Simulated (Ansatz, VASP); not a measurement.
## AlN: VASP beside Ansatz

```
CELL_PARAMETERS angstrom
0.00000 2.07442 2.07442
2.07442 0.00000 2.07442
2.07442 2.07442 0.00000
ATOMIC_POSITIONS crystal
Al 0.50000 0.50000 0.50000
N 0.00000 0.00000 0.00000
```

Measurements of this composition are mostly on another form, of space group No. 186.

Alike in both runs: task single point; functional r2SCAN; k mesh 11 × 11 × 11; occupations fermi-dirac, width 0.05 eV; no spin polarisation.

|  | VASP | Ansatz |
| --- | --- | --- |
| version | VASP 6.6.1 | Ansatz 0.2.0 |
| potentials or method | VASP PAW PBE potentials, release 64 (Al, N) | Ansatz PAW |
| plane-wave cutoff (eV) | 520 | 500 |
| valence electrons in the cell | 8 | 8 |

VASP gave:

* gap on the k mesh at the Fermi level (eV): 4.85
* least direct gap on the mesh (eV): 5.40
* pressure (GPa): -19.9

Problem. What did Ansatz give for the same quantities?

Solution. gap on the k mesh at the Fermi level (eV): 4.85; least direct gap on the mesh (eV): 5.36; pressure (GPa): -19.1.

Caveats: so large a pressure means that the cell lies far from this level's equilibrium, or that cutoff or potentials fall short (VASP); the potentials were made for another functional, which shifts forces and pressure (VASP); an odd mesh through Γ misses points on the zone boundary, where band edges often lie (VASP); odd divisions of the mesh miss points on the zone boundary, where band edges often lie, so the gap on the mesh can be too wide (Ansatz); the PAW data sets come from PBE, with cores solved anew for the run's functional, which leaves a small shift of forces and pressure (Ansatz). r2SCAN opens gaps a little over a GGA but as a rule still falls short of measured ones.
